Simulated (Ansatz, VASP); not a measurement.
# FeNi3: VASP beside Ansatz

Contents of INCAR:

```
PREC = Accurate ; ENCUT = 520
EDIFF = 1E-6 ; ISMEAR = 0
SIGMA = 0.1 ; LREAL = F
LASPH = T ; NELM = 150
ALGO = Normal ; ISIF = 2
LWAVE = F ; LCHARG = F
ISPIN = 2 ; MAGMOM = 3.2 0.75 0.75 0.75
LORBIT = 11 ; LMAXMIX = 4
GGA = PE ; NBANDS = 31
```

KPOINTS

```
Automatic mesh
0
Gamma
  12 12 12
```

POSCAR

```
FeNi3
1.0
    3.5436896736      0.0000000000      0.0000000000
    0.0000000000      3.5436896736      0.0000000000
    0.0000000000      0.0000000000      3.5436896736
Fe Ni
1 3
Direct
    0.0000000000      0.0000000000      0.0000000000
    0.0000000000      0.5000000000      0.5000000000
    0.5000000000      0.0000000000      0.5000000000
    0.5000000000      0.5000000000      0.0000000000
```

Input for Ansatz:

```yaml
crystal:
  lattice:
    - [3.5436896736, 0.0, 0.0]
    - [0.0, 3.5436896736, 0.0]
    - [0.0, 0.0, 3.5436896736]
  atoms:
    - { symbol: Fe, position: [0.0, 0.0, 0.0], spin: 3.2 }
    - { symbol: Ni, position: [0.0, 0.5, 0.5], spin: 0.75 }
    - { symbol: Ni, position: [0.5, 0.0, 0.5], spin: 0.75 }
    - { symbol: Ni, position: [0.5, 0.5, 0.0], spin: 0.75 }
basis:
  ecutwfc: 420
kpoints:
  mp_grid: { grid: [12, 12, 12] }
  band_path:
    path:
      - [[0.0, 0.0, 0.0], [0.0, 0.5, 0.0], [0.5, 0.5, 0.0], [0.0, 0.0, 0.0], [0.5, 0.5, 0.5], [0.0, 0.5, 0.0]]
      - [[0.5, 0.5, 0.5], [0.5, 0.5, 0.0]]
    npoints: 14
hamiltonian:
  xc: pbe
scf:
  occupations: { method: gaussian, width: 0.1 }
  n_extra_bands: 10
output:
  forces: true
  stress: true
  eigenvalues: true
  populations: true
  dos: { projected: true, de: 0.02, nscf_kmesh: { grid: [18, 18, 18] } }
  bader: true
  write_density: true
  write_potential: true
  elf: true
  volumetric_format: npy
magnetization:
  spin_polarized: true
checkpoint:
  read: start.run
  write: ck
  compress: false
  write_wavefunctions: false
  write_every: 100000
```

Alike in both runs: task single point; functional PBE; k mesh 12 × 12 × 12; occupations gaussian, width 0.1 eV; collinear spin.

|  | VASP | Ansatz |
| --- | --- | --- |
| version | VASP 6.6.1 | Ansatz 0.2.0 |
| potentials or method | VASP PAW PBE potentials, release 64 (Fe, Ni) | scalar-relativistic, plane waves, PAW |
| plane-wave cutoff (eV) | 520 | 420 |
| valence electrons in the cell | 38 | 70 |

VASP gave:

```
gap on the k mesh at the Fermi level (eV)                     : none
pressure (GPa)                                                : -0.1
net moment per atom (μB)                                      : 1.20
size of the moment on the site where the two differ most (μB) : 0.64
```

Task: What did Ansatz give for the same quantities?

Result: gap on the k mesh at the Fermi level (eV): none; pressure (GPa): 0.0; net moment per atom (μB): 1.20; size of the moment on the site where the two differ most (μB): 0.68.

Site moments also hang on the region over which each program counts them. A gap of «none» marks a metal or a gap that the smearing closes. The two sets of potentials don't hold the same shells in valence. Ansatz warned: «moment_headroom_below_auto».
